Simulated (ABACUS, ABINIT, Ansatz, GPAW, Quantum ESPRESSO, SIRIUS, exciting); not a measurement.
# Ta: 7 runs at one level of theory

```
Ta
1.0
    -0.04574    2.10735    2.09976
     2.09477   -0.03610    2.09011
     2.08101    2.08395   -0.02234
Ta
1
Direct
  0.00699 0.00244 0.99341
```

This isn't the form of Ta at room conditions, which is bcc.

The given cell was strained at random by a few per cent at fixed volume.

Alike in all runs: task single point; functional PBEsol; k mesh 11 × 11 × 11; occupations fermi-dirac, width 0.05 eV; no spin polarisation; no spin-orbit coupling. Pressure is positive in compression and, in plane waves, holds the error of the finite cutoff.

```csv
program and potentials,plane-wave cutoff (eV),notes,pressure (GPa),energy over the undisturbed cell (meV/atom)
"GPAW, PAW data sets generated for this functional",600,-,-5.53,4.12
"ABINIT, PseudoDojo NC SR PBEsol v0.4.1 standard",789,-,-5.60,4.03
"SIRIUS, PseudoDojo 0.4.1 PBEsol standard (scalar relativistic)",807,-,?,?
"ABACUS, PseudoDojo NC SR 0.4.1 PBEsol standard, plane waves",789,-,-5.61,4.03
"Ansatz, all-electron LAPW, scalar-relativistic",-,-,-5.72,-
"exciting, all-electron LAPW+lo, shipped species files, valence relativity iora*",-,-,-,3.93
"Quantum ESPRESSO, GBRV 1.5 PBEsol",762,-,-5.89,4.12
```

Estimate from the other rows what the run with SIRIUS, PseudoDojo 0.4.1 PBEsol standard (scalar relativistic) gave.

Pressure -5.59 GPa; energy over the undisturbed cell 4.03 meV/atom. The other rows, which needn't bracket it: pressure -5.89 to -5.53; energy over the undisturbed cell 3.93 to 4.12.
